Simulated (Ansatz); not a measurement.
Level of theory: Ansatz 0.2.0, DFT PBE, scalar-relativistic, plane waves, PAW. All cells share a 420 eV cutoff and Γ-centred k meshes spaced at most about 0.3 Å⁻¹ (about 0.25 or finer for metals, 2π included). No spin polarisation.

All energies are static (0 K, no zero-point motion).

Two relaxed structures of Zr3S2:

A.

```yaml
crystal:
  lattice:
    - [4.82958, -1.64682, 0.00000]
    - [4.82958, 1.64682, 0.00000]
    - [-3.12007, 0.00000, 5.96348]
  atoms:
    - { symbol: Zr, position: [0.32243, 0.32243, 0.80987] }
    - { symbol: Zr, position: [0.67757, 0.67757, 0.19013] }
    - { symbol: Zr, position: [0.50000, 0.50000, 0.50000] }
    - { symbol: S, position: [0.04732, 0.04732, 0.82456] }
    - { symbol: S, position: [0.95269, 0.95269, 0.17544] }
```

B.

```yaml
crystal:
  lattice:
    - [1.80686, 1.04319, 8.58541]
    - [-1.80686, 1.04319, 8.58541]
    - [0.00000, -2.08638, 8.58541]
  atoms:
    - { symbol: Zr, position: [0.00000, 0.00000, 0.00000] }
    - { symbol: Zr, position: [0.21560, 0.21560, 0.21560] }
    - { symbol: Zr, position: [0.78440, 0.78440, 0.78440] }
    - { symbol: S, position: [0.39421, 0.39421, 0.39421] }
    - { symbol: S, position: [0.60579, 0.60579, 0.60579] }
```

Question: Which form is favoured at zero pressure, and by what margin per atom?

Answer: B is lower, by 125 meV/atom. A has space group C2/m (No. 12), 19.0 Å³/atom and no gap on its mesh; B has the anti-tetradymite type, space group R-3m (No. 166), 19.4 Å³/atom and no gap. Counting S atoms around Zr (those within 1.25 times the shortest such distance or 1.15 times the sum of covalent radii; a slash parts the counts of unlike sites), A has Zr 4/5 and B has Zr 3/6. In A, Zr on a site of symmetry m has 5 S at 2.69–2.73 Å and 6 Zr at 3.19–3.29 Å; Zr on a site of symmetry 2/m has 4 S at 2.60 Å and 8 Zr at 3.26–3.29 Å; S is surrounded by 7 Zr at 2.60–2.73 Å, 1 S at 2.90 Å and 2 S at 3.29 Å. In B, around Zr on a site of symmetry -3m lie 6 S at 2.61 Å; Zr on a site of symmetry 3m is surrounded by 3 S at 2.55 Å; S has 6 Zr at 2.55–2.61 Å. Origin: A, invented, then shaken at random and relaxed again; B, invented.

Cells relaxed within their symmetry can be saddle points.
